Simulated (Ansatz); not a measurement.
MgTe, space group F-43m, a single point

With Ansatz's Python interface.

Input file `mgte.vasp`:
```text
MgTe
1.0
   0.00000000    3.23199882    3.23199882
   3.23199882    0.00000000    3.23199882
   3.23199882    3.23199882    0.00000000
Mg Te
1 1
Direct
   0.00000000    0.00000000    0.00000000
   0.75000000    0.75000000    0.75000000
```

Typed at the interpreter:
```pycon
>>> from pathlib import Path
>>> import ansatz as az
>>> from ase.io import read
>>> import numpy as np
>>> atoms = read('mgte.vasp', format='vasp')
>>> xtal = az.Crystal.from_ase(atoms)
>>> xtal.resolved().tree()['lattice']
((0.0, 3.23199882, 3.23199882), (3.23199882, 0.0, 3.23199882), (3.23199882, 3.23199882, 0.0))
>>> # the calculation
>>> calculation = (
...     xtal.calculation()
...     .kpoints(6)  # the mesh must be finer for metals
...     .occupations(az.OccupationsMethod.FIXED)
...     .functional('PBE')
...     .potential_components()
...     .density()  # keep the density on its grid
...     .density_of_states(energy_step=0.05)  # states per eV and cell
... )
>>> result = calculation.run(threads=1, backend='cpu')
DeckWarning: basis.ecutwfc = 420 eV, auto-derived from the records' recommended cutoffs: set by Mg (normal level)
>>> rep = result.report
>>> rep['kweights']
[0.004629629629629629, 0.037037037037037035, 0.037037037037037035, 0.018518518518518517, 0.027777777777777776, 0.1111111111111111, 0.1111111111111111, 0.1111111111111111, 0.05555555555555555, 0.027777777777777776, 0.1111111111111111, 0.05555555555555555, 0.013888888888888888, 0.1111111111111111, 0.1111111111111111, 0.05555555555555555]
>>> result.unlabelled_reasons
['no_forces']
>>> n_atoms = len(rep['lattice']['sites'])
>>> print('F =', round(rep['free_energy_ev'], 4), 'eV for', n_atoms, 'atoms')
F = -8905.5189 eV for 2 atoms
>>> print('E(sigma -> 0) =', round(rep['energy_sigma0_ev'], 4), 'eV, TS =', round(rep['entropy_ts_ev'], 5), 'eV')
E(sigma -> 0) = -8905.5189 eV, TS = 0.0 eV
>>> print('closed by', rep['closed_by'], 'after', rep['n_iterations'], 'iterations')
closed by deck_thresholds after 6 iterations
>>> folder = Path(result.write_results('parts'))
>>> text = (folder / 'v_comp_z.tsv').read_text().splitlines()
>>> rows = np.array([line.split() for line in text if not line.startswith('#')], dtype=float)
>>> print(text[0])
# z_ang	v_loc[eV]	v_h[eV]	v_xc[eV]
>>> print(np.array2string(rows[:: max(len(rows) // 12, 1)], precision=3, suppress_small=True))
[[  0.    -16.686  15.772  -8.896]
 [  0.286  -4.711   6.027  -7.979]
 [  0.571   9.306  -5.329  -6.887]
 [  0.857  21.033 -14.928  -5.908]
 [  1.143  28.776 -21.432  -5.523]
 [  1.428  32.708 -24.613  -5.447]
 [  1.714  32.854 -24.486  -5.682]
 [  2.     29.203 -21.174  -6.217]
 [  2.285  21.597 -14.915  -6.94 ]
 [  2.571  11.204  -6.106  -7.801]
 [  2.857   0.436   4.435  -8.743]
 [  3.142  -9.018  14.719  -9.478]
 [  3.428 -16.137  21.957  -9.849]
 [  3.714 -20.693  24.689 -10.005]
 [  3.999 -23.112  23.999  -9.945]
 [  4.285 -22.71   21.384  -9.545]]
>>> rho = result.density()
>>> total = sum(ch.density_e_per_ang3 for ch in rho.channels[:2]) if len(rho.channels) < 3 else rho.channels[0].density_e_per_ang3
>>> print('grid', rho.dims, 'electrons', round(float(total.mean() * rho.cell_volume_ang3), 4))
grid (32, 32, 32) electrons 26.0
>>> print(f'density range {total.min():.4f} to {total.max():.4f} e/A^3')
density range 0.0073 to 31.4302 e/A^3
>>> print(np.array2string(total[:: max(rho.dims[0] // 8, 1), :: max(rho.dims[1] // 8, 1), 0], precision=3, suppress_small=True))
[[31.43   2.285  0.106  0.113  0.12   0.113  0.106  2.285]
 [ 2.285  0.09   0.048  0.04   0.04   0.048  0.09   2.285]
 [ 0.106  0.048  0.022  0.016  0.022  0.048  0.106  0.162]
 [ 0.113  0.04   0.016  0.016  0.04   0.113  0.216  0.216]
 [ 0.12   0.04   0.022  0.04   0.12   0.299  0.434  0.299]
 [ 0.113  0.048  0.048  0.113  0.299  0.594  0.594  0.299]
 [ 0.106  0.09   0.106  0.216  0.434  0.594  0.434  0.216]
 [ 2.285  2.285  0.162  0.216  0.299  0.299  0.216  0.162]]
>>> dos = result.density_of_states()
>>> energy = np.asarray(dos.energies_ev) - dos.fermi_ev
>>> states, count = np.asarray(dos.spin_summed_g_bin_mean_per_ev), np.asarray(dos.spin_summed_integrated)
>>> g_fermi = float(np.interp(0.0, energy, states))
>>> print(f'g(E_F) = {g_fermi:.3f} states/eV per cell')
g(E_F) = 0.019 states/eV per cell
>>> for low, high in ((-10, -6), (-6, -3), (-3, 0), (0, 3)):
...     print(f'states between {low} and {high} eV: {np.interp(high, energy, count) - np.interp(low, energy, count):.3f}')
...
states between -10 and -6 eV: 1.938
states between -6 and -3 eV: 0.049
states between -3 and 0 eV: 5.951
states between 0 and 3 eV: 0.009
```

What to keep in mind:
- Total energies depend on the potentials; only differences at equal settings carry meaning. A total without «per atom» is that of the cell as typed.
- Semilocal gaps usually lie well under measured ones.
- Under fixed occupations the level called the Fermi level is the highest filled one on the SCF mesh; off the mesh a filled band can lie a little above it.
- The crystal has a gap of about 2.42 eV on the mesh; bins of finite width blur the band edges.
- Densities and potentials on the grid are those of the valence electrons, and inside the cores they hang on the potentials used.
- This cell is a computed structure, which may not be the phase found in nature.
- Warnings are shown shortened and without file and line.
- The computed bands are complete only to about 5.5 eV above the Fermi level; beyond that the density of states is undercounted.
- Run time: 3.2 s on 1 thread of Arm Neoverse V1, on a shared host, peak memory 0.4 GiB.
